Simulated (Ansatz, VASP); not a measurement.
AlN in VASP and in Ansatz

```
Al N
1.0
     0.00000    1.93762    1.93762
     1.93762    0.00000    1.93762
     1.93762    1.93762    0.00000
Al N
1 1
Direct
  0.00000 0.00000 0.00000
  0.50000 0.50000 0.50000
```

Change from the starting cell: volume scaled by 0.94, crystal datasets.

Alike in both runs: task electric field gradients; functional LDA; k mesh 12 × 12 × 12; occupations fermi-dirac, width 0.01 eV; no spin polarisation.

|  | VASP | Ansatz |
| --- | --- | --- |
| version | VASP 6.6.1 | Ansatz 0.2.0 |
| potentials or method | VASP PAW LDA potentials, release 64 (Al, N), cutoff 520 eV | all-electron PAW with datasets made for the crystal, scalar-relativistic |

```csv
,VASP,Ansatz,Ansatz less VASP
gap on the k mesh at the Fermi level (eV),4.93,4.96,+0.026
pressure (GPa),36.1,35.0,-1.13
Vzz of the field gradient on the site that differs most (V/Å²),0.0,0.0,0.00
```

Ansatz ran all-electron here, so the differences hold the error of VASP's frozen core and of both bases.

Caveats: so large a pressure means that the cell lies far from this level's equilibrium, or that cutoff or potentials fall short (VASP). A k mesh can miss the band edges.
